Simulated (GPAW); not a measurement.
# CdTe (F-43m) in GPAW: convergence with k mesh

Aim: find how far k mesh must go before the results for CdTe settle, at r2SCAN. This setting moves, with any that are tied to it; all else stays.

Program: GPAW 26.7.0. These are calculated values, not measurements. Logs are shortened: lines on timing, memory, paths and dates and some standing lists are left out, and cuts for length are marked. The log counts tension as positive stress, the text compression.

## 1. Starting point

Symmetry: F-43m, No. 216, cubic system. Conventional cell: a = 6.410 Å, b = 6.410 Å, c = 6.410 Å, α = 90.00°, β = 90.00°, γ = 90.00°. Te (site symmetry -43m) has 4 Cd at 2.78 Å as nearest neighbours. Cd (site symmetry -43m) has 4 Te at 2.78 Å as nearest neighbours.

## 2. With k mesh 2 × 2 × 2

File run.py:

```python
import numpy as np
from ase.dft.bandgap import bandgap
from ase.io import write
from ase.spacegroup import crystal
from ase.units import Ha
from gpaw import GPAW, PW
from gpaw.hybrids.energy import non_self_consistent_energy
from gpaw.new.pw.nschse import non_self_consistent_matrix_elements

# Te 4c
# Cd 4a
atoms = crystal(['Te', 'Cd'],
                basis=[[0.25, 0.25, 0.25],
                       [0.0, 0.0, 0.0]],
                spacegroup=216, setting=1,  # F-43m
                cellpar=[6.41, 6.41, 6.41, 90.0, 90.0, 90.0],
                primitive_cell=True)

calc = GPAW(mode=PW(400),
            xc='MGGA_X_R2SCAN+MGGA_C_R2SCAN',
            kpts={'size': (2, 2, 2), 'gamma': True},
            occupations={'name': 'fermi-dirac', 'width': 0.001},
            nbands=18,
            convergence={'density': 1e-06, 'bands': 16},
            maxiter=150,
            txt='gpaw.txt')
atoms.calc = calc
energy = atoms.get_potential_energy()
calc.write('gs.gpw')
write('result.traj', atoms)
print(f'Energy: {energy:.6f} eV')
print('Fermi level:', round(calc.get_fermi_level(), 4), 'eV')
print(f'Gap: {bandgap(calc)[0]:.4f} eV, direct: {bandgap(calc, direct=True)[0]:.4f} eV')

calc.write('wfs.gpw', mode='all')
eps = calc.eigenvalues()
free = calc.get_potential_energy(force_consistent=True)
semilocal_x = free + calc.get_xc_difference('MGGA_X_R2SCAN')  # without correlation
exact_x = non_self_consistent_energy(calc, 'EXX').sum()
h_x = non_self_consistent_matrix_elements(GPAW('wfs.gpw').dft, 'MGGA_X_R2SCAN')
h_exx = non_self_consistent_matrix_elements(GPAW('wfs.gpw').dft, 'EXX')
shift = np.einsum('sknn->skn', h_exx - h_x).real * Ha
np.savetxt('shift.dat', shift[..., :16].reshape((-1, 16)), fmt='%.4f')
occupied = eps < calc.get_fermi_level()
for name, a in {'r2SCAN0': 0.25, 'r2SCANh': 0.1, 'r2SCAN50': 0.5}.items():
    levels = (eps + a * shift)[..., :16]
    gap = levels[~occupied[..., :16]].min() - levels[occupied[..., :16]].max()
    print(f'{name}: share {a}, energy {free + a * (exact_x - semilocal_x):.6f} eV, gap {gap:.4f} eV')
```

Potentials or basis: GPAW PAW data sets (gpaw-data 1.2.1), pw.

On the command line:

```
$ OMP_NUM_THREADS=1 python run.py
```

gpaw.txt:

```text
__  _  _
 | _ |_)|_||  |
 |__||  | ||/\| - 26.7.0

Input parameters:
  mode=PW(ecut=400.0),
  convergence={'density': 1e-06, 'bands': 16},
  kpts=MonkhorstPack(size=(2, 2, 2), gamma=True),
  maxiter=150,
  nbands=18,
  occupations=Occupations(name='fermi-dirac', width=0.001),
  xc=XC(name='MGGA_X_R2SCAN+MGGA_C_R2SCAN')

Diagonalizing LCAO Hamiltonian
Converting LCAO to pw mode

            Te

       Cd

Atoms  # Å, Bohr magnetons
|   | symbol |        x |        y |        z |    initial magnetic moments |
|---|--------|----------|----------|----------|-----------------------------|
| 0 |     Te | 1.602500 | 1.602500 | 1.602500 | ( 0.0000,  0.0000,  0.0000) |
| 1 |     Cd | 0.000000 | 0.000000 | 0.000000 | ( 0.0000,  0.0000,  0.0000) |

Unit cell  # Å
| periodic |        x |        y |        z |  lengths |    angles |
|----------|----------|----------|----------|----------|-----------|
|      yes | 0.000000 | 3.205000 | 3.205000 | 4.532554 | 60.000000 |
|      yes | 3.205000 | 0.000000 | 3.205000 | 4.532554 | 60.000000 |
|      yes | 3.205000 | 3.205000 | 0.000000 | 4.532554 | 60.000000 |

Number of symmetries: 24
Symmetry operations  # r_c * U_cc + t_c -> r_c
|    | kind |            matrix            |
|----|------|------------------------------|
|  0 |  E   |  1, 0, 0,  0, 1, 0,  0, 0, 1 |
|  1 |  σ   |  1, 0, 0,  0, 0, 1,  0, 1, 0 |
|  2 |  σ   |  1, 0,-1,  0, 1,-1,  0, 0,-1 |
|  3 |  C3  |  1, 0,-1,  0, 0,-1,  0, 1,-1 |
|  4 |  C3  |  1,-1, 0,  0,-1, 1,  0,-1, 0 |
|  5 |  σ   |  1,-1, 0,  0,-1, 0,  0,-1, 1 |
|  6 |  σ   |  0, 1, 0,  1, 0, 0,  0, 0, 1 |
|  7 |  C3  |  0, 1, 0,  0, 0, 1,  1, 0, 0 |
|  8 |  C2  |  0, 1,-1,  1, 0,-1,  0, 0,-1 |
|  9 |  S4  |  0, 1,-1,  0, 0,-1,  1, 0,-1 |
| 10 |  C3  |  0, 0, 1,  1, 0, 0,  0, 1, 0 |
| 11 |  σ   |  0, 0, 1,  0, 1, 0,  1, 0, 0 |
| 12 |  S4  |  0, 0,-1,  1, 0,-1,  0, 1,-1 |
| 13 |  C3  |  0, 0,-1,  0, 1,-1,  1, 0,-1 |
| 14 |  S4  |  0,-1, 1,  1,-1, 0,  0,-1, 0 |
| 15 |  C2  |  0,-1, 1,  0,-1, 0,  1,-1, 0 |
| 16 |  C3  |  0,-1, 0,  1,-1, 0,  0,-1, 1 |
| 17 |  S4  |  0,-1, 0,  0,-1, 1,  1,-1, 0 |
[... 86 lines left out ...]

    Using partial waves for Cd as LCAO basis

Reference energy: -336963.801770  # eV

eigensolver:
  PPCG
  Converge bands: 16
  niter=2

density mixing:
  MSR1-Mixer
  Pratt-step length: 0.05
  Maximum mixing coefficient: 0.75
  Old densities: 10
  SVD Regularization: 0.005
  Good broyden scale: 1.0
  Trust region scale: 1.0
  Backstep threshold: 4.0
  History deletion threshold: 6.0
  Fourier metric: weight=20.0, sigma=0.015

occupation numbers:
  Fermi-Dirac:
    width: 0.0010  # eV

poisson solver:
  ecut: 3200.0  # eV

xc functional:
  name: MGGA_X_R2SCAN+MGGA_C_R2SCAN with 2 nearest neighbor stencil

convergence criteria:
- Maximum integral of absolute [dens]ity change: 1e-06 electrons / valence electron
- Maximum [total energy] change in last 3 cyles: 0.0005 eV / valence electron
- Maximum integral of absolute [eigenst]ate change: 4e-08 eV^2 / valence electron
maximum number of iterations: 150

SCF iterations
|iter     | |      energy | eigst |  dens |
|---------|-|-------------|-------|-------|
|iter:   1| |  -34.826653 | +1.90 |       |
|iter:   2| |  -33.110922 | +0.33 | -1.14 |
|iter:   3| |  -33.152298 | -0.60 | -1.13 |
|iter:   4| |  -32.942031 | -0.22 | -1.23 |
|iter:   5| |  -32.940674 | -1.49 | -1.66 |
|iter:   6| |  -32.943527c| -2.48 | -2.15 |
|iter:   7| |  -32.943526c| -3.07 | -3.18 |
|iter:   8| |  -32.943532c| -3.45 | -3.57 |
|iter:   9| |  -32.943532c| -4.30 | -4.22 |
|iter:  10| |  -32.943532c| -4.95 | -5.09 |
|iter:  11| |  -32.943532c| -5.42 | -5.78 |
|iter:  12| |  -32.943532c| -6.46 | -6.37c|
|iter:  13| |  -32.943532c| -7.30 | -6.85c|
|iter:  14| |  -32.943532c| -7.74c| -7.48c|

Converged in 14 steps
Energy contributions relative to reference atoms: (reference = -336963.801770)

Energy contributions:
  Kinetic:          34.611123
  Coulomb:         -29.149242
  Zero:              0.131718
  External:          0.000000
  Xc:              -38.537131
  Entropy:          -0.000000
  Spinorbit:         0.000000
  ----------------------------
  Free energy:     -32.943532
  Extrapolated:    -32.943532

dipole moment: (-25.409957, -25.409957, -25.409957)  # |e|*Ang

Fermi level: 4.615
Eigenvalues  # (at kpt = [0.000, 0.000, 0.000])
| band index |      eig [eV] | occ [0-2] |
|------------|---------------|-----------|
|          0 |        -7.572 |     2.000 |
|          1 |        -4.849 |     2.000 |
|          2 |        -4.849 |     2.000 |
|          3 |        -4.849 |     2.000 |
|          4 |        -4.549 |     2.000 |
|          5 |        -4.549 |     2.000 |
[... 10 lines left out ...]
|         16 |        14.553 |     0.000 |
|         17 |        14.553 |     0.000 |

Gap: 1.266 eV
Transition (v -> c):
  (s=0, k=0, n=8, [0.00, 0.00, 0.00]) -> (s=0, k=0, n=9, [0.00, 0.00, 0.00])
No difference between direct/indirect transitions
# Writing to gs.gpw (mode='')

# Writing to wfs.gpw (mode='all')
```

shift.dat:

```text
-6.9610 -8.6426 -8.6426 -8.6426 -8.6521 -8.6521 -3.6132 -3.6131 -3.6131 2.7227 2.6839 2.6839 2.6839 3.2026 3.2107 3.2107
-7.2482 -8.5847 -8.6777 -8.6777 -8.6628 -8.0339 -4.3233 -3.8415 -3.8415 2.1703 2.5967 3.2493 3.6399 3.6401 3.5682 3.3480
-7.1558 -8.6487 -8.6487 -8.6603 -8.6603 -8.2395 -4.2756 -3.6988 -3.6988 2.6653 2.7080 2.7080 2.7000 3.1879 3.4193 3.4193
```

Wall time 16 s (1 thread of Arm Neoverse V1, shared host); peak memory 0.42 GiB.

What came out:

```
Free energy            : -32.9435 eV
Band gap on the k mesh : 1.27 eV, direct
```

## 3. With k mesh 3 × 3 × 3

Changes to run.py since step 2:

```diff
@@ -20,3 +20,3 @@
             xc='MGGA_X_R2SCAN+MGGA_C_R2SCAN',
-            kpts={'size': (2, 2, 2), 'gamma': True},
+            kpts={'size': (3, 3, 3), 'gamma': True},
             occupations={'name': 'fermi-dirac', 'width': 0.001},
```

Potentials or basis: GPAW PAW data sets (gpaw-data 1.2.1), pw.

On the command line:

```
$ OMP_NUM_THREADS=1 python run.py
```

It took 31 s on 1 thread of Arm Neoverse V1, shared host; peak memory 0.42 GiB.

The run converged. Its results:

```yaml
Free_energy: -33.9749 eV
Band_gap_on_the_k_mesh: 1.34 eV, direct
```

## 4. With k mesh 4 × 4 × 4

Changes to run.py since step 3:

```diff
@@ -20,3 +20,3 @@
             xc='MGGA_X_R2SCAN+MGGA_C_R2SCAN',
-            kpts={'size': (3, 3, 3), 'gamma': True},
+            kpts={'size': (4, 4, 4), 'gamma': True},
             occupations={'name': 'fermi-dirac', 'width': 0.001},
```

On the command line:

```
$ OMP_NUM_THREADS=1 python run.py
```

It took 1.9 min on 1 thread of Arm Neoverse V1, shared host; peak memory 0.52 GiB.

It converged, with:

```
Free energy            : -34.1599 eV
Band gap on the k mesh : 1.36 eV, direct
```

## 5. With k mesh 5 × 5 × 5

Changes to run.py since step 4:

```diff
@@ -20,3 +20,3 @@
             xc='MGGA_X_R2SCAN+MGGA_C_R2SCAN',
-            kpts={'size': (4, 4, 4), 'gamma': True},
+            kpts={'size': (5, 5, 5), 'gamma': True},
             occupations={'name': 'fermi-dirac', 'width': 0.001},
```

On the command line:

```
$ OMP_NUM_THREADS=1 python run.py
```

Run time: 4.2 min. Hardware: 1 thread of Arm Neoverse V1, shared host; peak memory 0.55 GiB.

Results (log left out):

| Property | Result |
| --- | --- |
| Free energy | -34.1993 eV |
| Band gap on the k mesh | 1.36 eV, direct |

## 6. With k mesh 6 × 6 × 6

Changes to run.py since step 5:

```diff
@@ -20,3 +20,3 @@
             xc='MGGA_X_R2SCAN+MGGA_C_R2SCAN',
-            kpts={'size': (5, 5, 5), 'gamma': True},
+            kpts={'size': (6, 6, 6), 'gamma': True},
             occupations={'name': 'fermi-dirac', 'width': 0.001},
```

Potentials or basis: GPAW PAW data sets (gpaw-data 1.2.1), pw.

On the command line:

```
$ OMP_NUM_THREADS=1 python run.py
```

It took 11 min on 1 thread of Arm Neoverse V1, shared host; peak memory 0.76 GiB.

It converged, with:

| Item | Value |
| --- | --- |
| Free energy | -34.2107 eV |
| Band gap on the k mesh | 1.36 eV, direct |

## 7. Result

```tsv
k mesh	energy less the tightest run, at zero smearing (meV/atom)	gap on the mesh (eV)	SCF cycles	CPU time (s)	peak memory (GiB)
2 × 2 × 2	633.57	1.266	14	16	0.42
3 × 3 × 3	117.87	1.337	12	31	0.42
4 × 4 × 4	25.38	1.356	13	110	0.52
5 × 5 × 5	5.68	1.362	12	250	0.55
6 × 6 × 6	0.00	1.364	12	660	0.76
```

Against the tightest run, the gap on the mesh stays within 0.01 eV from 4 × 4 × 4 on. Not settled before the last step: the energy (to 1 meV/atom). Meshes of other sizes hit other points, so gaps and Fermi surfaces needn't settle smoothly. The tightest run that finished is the yardstick and may itself not be fully converged.

Caveats: energy and the plain gap are those of the semilocal run; the hybrids' values are one shot on its orbitals and mesh; spin-orbit coupling is left out, which moves the levels of the heavy elements.
